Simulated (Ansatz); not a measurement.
Al2Ru (I4/mmm), rigid cleavage

Level of theory: DFT r2SCAN, scalar-relativistic, plane waves, PAW (Ansatz). The runs took a 500 eV cutoff, a Γ-centred 15×15×3 mesh and Gaussian smearing (0.15 eV). No spin polarisation. Energies are free energies at this smearing, counted from the undisturbed cell; pressure is positive in compression.

The undisturbed cell (relaxed at this level; it needn't be the usual structure):

```xyz
12
Lattice="-3.1218 0.0000 0.0000 0.0000 -3.1218 0.0000 0.0000 0.0000 16.8900" Properties=species:S:1:pos:R:3 pbc="T T T"
Al    0.0000    0.0000    3.4548
Al   -1.5609   -1.5609   16.1223
Al    0.0000    0.0000   11.8998
Al   -1.5609   -1.5609    7.6773
Al   -1.5609   -1.5609    4.9902
Al    0.0000    0.0000    0.7677
Al   -1.5609   -1.5609   13.4352
Al    0.0000    0.0000    9.2127
Ru    0.0000    0.0000    6.3337
Ru   -1.5609   -1.5609    2.1112
Ru    0.0000    0.0000   14.7787
Ru   -1.5609   -1.5609   10.5562
```

The cut lies on the cell's a–b face, a (0 0 1) plane (indices in the standard cell, whose axes needn't be the Cartesian ones shown) of area 9.75 Å², between layers 1.54 Å apart. Vector c is lengthened by d along the normal with the atoms' Cartesian places fixed: one unrelaxed cut a cell. The cell is metallic on the mesh throughout.

```csv
d (Å),energy (J/m²)
-0.30,0.51
-0.15,0.11
0.00,0.00
0.25,0.21
0.50,0.68
0.75,1.23
1.00,1.76
1.50,2.55
2.00,3.00
3.00,3.37
4.50,3.52
6.00,3.54
```

Cost: 12 runs of about 13 core-minutes in all, on Oxide Virtual Turin-like Processor (Zen 5) (shared hosts).